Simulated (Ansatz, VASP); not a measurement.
**One calculation of Sc, two programs**

```
Sc
1.0
    -1.83196    1.83196    1.83196
     1.83196   -1.83196    1.83196
     1.83196    1.83196   -1.83196
Sc
1
Direct
  0.00000 0.00000 0.00000
```

Alike in both runs: task single point; functional LDA; k mesh 20 × 20 × 20; occupations fermi-dirac, width 0.1 eV; no spin polarisation.

```csv
,VASP,Ansatz
version,VASP 6.6.1,Ansatz 0.2.0
potentials or method,"VASP PAW LDA potentials, release 64 (Sc_sv)","plane waves (420 eV) with PAW, scalar-relativistic"
plane-wave cutoff (eV),520,420
valence electrons in the cell,11,11
```

|  | VASP | Ansatz | Ansatz less VASP |
| --- | --- | --- | --- |
| pressure (GPa) | -4.0 | -4.0 | -0.05 |

Ansatz warned: «pseudo_functional_mismatch».
